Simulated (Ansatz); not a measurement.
CuI:

```xyz
4
Lattice="4.0902 0.0000 0.0000 0.0000 4.0902 0.0000 0.0000 0.0000 6.5515" Properties=species:S:1:pos:R:3 pbc="T T T"
I     0.0000    2.0451    4.8680
I     2.0451    0.0000    1.6835
Cu    0.0000    0.0000    0.0000
Cu    2.0451    2.0451    0.0000
```

Measurements of this composition are mostly on another form, of space group No. 216.

Base run:

- Program: Ansatz 0.2.0
- Functional: PBEsol
- Potentials or basis: all-electron LAPW, non-relativistic
- Cutoff: 255 eV (chosen from the basis error)
- Basis error allowed: 0.002 eV/atom
- k mesh: 7 × 7 × 4
- Occupations: fermi-dirac, width 0.05 eV
- Spin: no spin polarisation

Its results: band gap on the k mesh 2.31 eV, direct; pressure -0.7 GPa; largest force 0.160 eV/Å.

Task: The run is repeated on the same cell with these changes: potentials or basis from all-electron LAPW, non-relativistic to all-electron LAPW, scalar-relativistic. What comes out?

Result: Band gap on the k mesh 1.49 eV, direct; pressure -1.7 GPa; largest force 0.233 eV/Å.

Caveats: spin-orbit coupling is left out, which moves the levels of the heavy elements; this functional lacks dispersion, which binds the layers, so the pressure and a relaxed spacing across them are unreliable; relativity is left out, which matters for the heavier elements (some runs).
